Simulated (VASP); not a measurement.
A run of VASP 6.6.1 is set up as follows.

Contents of INCAR:

```
PREC = Accurate
ENCUT = 900
EDIFF = 1E-8
ISMEAR = 0
SIGMA = 0.05
LREAL = F
LASPH = T
NELM = 100
ALGO = Normal
ISIF = 2
LWAVE = F
LCHARG = F
GGA = CA
NBANDS = 26
ADDGRID = F
```

KPOINTS

```
Automatic mesh
0
Gamma
  6 11 7
```

File POSCAR:

```
BN
1.0
    4.8800890000      0.0000000000      0.0000000000
    0.0000000000      2.5914640000      0.0000000000
    0.0000000000      0.0000000000      4.2920490000
N B
4 4
Direct
    0.3126810000      0.7789050000      0.1007580000
    0.6862050000      0.2199960000      0.9104900000
    0.1885540000      0.2516410000      0.5901280000
    0.8143530000      0.7609560000      0.4059790000
    0.3484130000      0.2497860000      0.9057480000
    0.1724810000      0.7260260000      0.4021060000
    0.8489350000      0.2255820000      0.5905950000
    0.6397780000      0.7695720000      0.0911510000
```

Potentials or basis: VASP PAW LDA potentials, release 64 (N, B).

Run with:

```bash
$ cat potpaw_LDA.64/N/POTCAR potpaw_LDA.64/B/POTCAR > POTCAR
$ mpirun -np 1 vasp_std > vasp.out
```

Task: What does it give for the band gap on the k mesh?

Result: 5.12 eV, indirect (least direct gap 5.53 eV).

Task: What does it give for the largest force?

Result: 4.543 eV/Å.

Task: Estimate the pressure.

Result: -7.2 GPa.

Forces on the atoms (eV/Å):
```
N    0.671 -2.351 -0.610
N   -0.402  3.484 -2.450
N    0.521 -1.315  1.827
N   -0.195 -2.424 -1.445
B   -0.853  1.277 -1.244
B   -1.383  2.153  0.015
B   -0.672  2.088  1.299
B    2.313 -2.914  2.607
```

Caveat: an odd mesh through Γ misses points on the zone boundary, where band edges often lie.
